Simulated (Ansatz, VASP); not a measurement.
Given: the input of a run of VASP 6.6.1 on TiAl3.

File INCAR:

```
SYSTEM = TiAl3
  ALGO = Normal
  EDIFF = 1E-7
  ENCUT = 520
  GGA = PE
  ISIF = 2
  ISMEAR = -1
  LASPH = .TRUE.
  LCHARG = .FALSE.
  LREAL = .FALSE.
  LWAVE = .FALSE.
  NBANDS = 18
  NELM = 80
  PREC = Accurate
  SIGMA = 0.05
```

Contents of KPOINTS:

```
k-points
0
G
  10 10 10
  0 0 0
```

Contents of POSCAR:

```
TiAl3
1.0
   -1.9485889690      1.9485889690      4.3646247916
    1.9485889690     -1.9485889690      4.3646247916
    1.9485889690      1.9485889690     -4.3646247916
Ti Al
1 3
Direct
    0.0000000000      0.0000000000      0.0000000000
    0.2500000000      0.7500000000      0.5000000000
    0.7500000000      0.2500000000      0.5000000000
    0.5000000000      0.5000000000      0.0000000000
```

Potentials or basis: VASP PAW PBE potentials, release 64 (Ti_sv, Al).

Command:

```bash
$ cat potpaw_PBE.64/Ti_sv/POTCAR potpaw_PBE.64/Al/POTCAR > POTCAR
$ mpirun -np 1 vasp_std > vasp.out
```

Task: Translate it to Ansatz 0.2.0. Potentials there: Ansatz PAW.

Result: As run (the cutoff follows the program's own potentials):

The input input.yaml:

```yaml
crystal:
  lattice:
    - [-1.948588969, 1.948588969, 4.3646247916]
    - [1.948588969, -1.948588969, 4.3646247916]
    - [1.948588969, 1.948588969, -4.3646247916]
  atoms:
    - { symbol: Ti, position: [0.0, 0.0, 0.0] }
    - { symbol: Al, position: [0.25, 0.75, 0.5] }
    - { symbol: Al, position: [0.75, 0.25, 0.5] }
    - { symbol: Al, position: [0.5, 0.5, 0.0] }
hamiltonian:
  xc: pbe
  pseudopotentials: { kind: paw }
kpoints:
  mp_grid: { grid: [10, 10, 10] }
scf:
  occupations: { method: fermi_dirac, width: 0.05 }
output:
  forces: true
  stress: true
  eigenvalues: true
```

Potentials or basis: Ansatz PAW.

The run is started by

```bash
$ ansatz run input.yaml --threads 1 --pin off --max-ram 3584MiB --backend cpu --events-out ev --progress --plain --runs-dir out
```

Both were run:

|  | VASP | Ansatz | Ansatz less VASP |
| --- | --- | --- | --- |
| gap on the k mesh at the Fermi level (eV) | none | none | - |
| pressure (GPa) | -3.8 | -3.8 | +0.02 |
| largest component of the traceless stress (GPa) | 0.12 | 0.12 | 0.000 |

A gap of «none» marks a metal or a gap that the smearing closes.
